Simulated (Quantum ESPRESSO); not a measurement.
Runs of Quantum ESPRESSO 7.5 on Ba. The typed cell holds 1 atom: a = 4.020 Å, b = 3.876 Å, c = 3.709 Å, α = 94.13°, β = 92.98°, γ = 86.33°. This isn't the form of Ba at room conditions, which is bcc.

```tsv
task	level	potentials or basis	cutoff (eV)	smearing	form of the LDA correlation	gap on the mesh (eV)	pressure (GPa)
single point	BLYP+D3(BJ)	Ansatz NC SR PBE	776	fermi-dirac 0.2 eV	-	none	0.0
real-space fields	LDA	JTH 2.0 LDA	490	fermi-dirac 0.136 eV	PW92	none	(a)
single point	PW91	SG15 PBE 1.2	599	methfessel-paxton 0.136 eV	-	none	0.6
single point	OLYP	GBRV 1.5 PBEsol	612	gaussian 0.1 eV	-	none	1.7
```

Alike in all rows: no spin polarisation; cell as given; k mesh 7 × 7 × 7.

Problem. Fill in the values left out.

Solution. (a) -0.6.

Caveats: the potentials were made for another functional, which shifts forces and pressure (some runs); pairwise dispersion overbinds metals, which lowers pressure and volume (some runs); this set's barium file shifts pressures by 1.5 GPa and gaps by 0.1 eV against other sets (some runs); the cutoff is low for these files, which shifts pressure and relaxed volume (some runs).

A k mesh can miss the band edges, and the runs leave out spin-orbit coupling on Ba.

A gap of «none» marks a metal or a gap under the smearing width.

Runs at the PBE level aren't shown here.
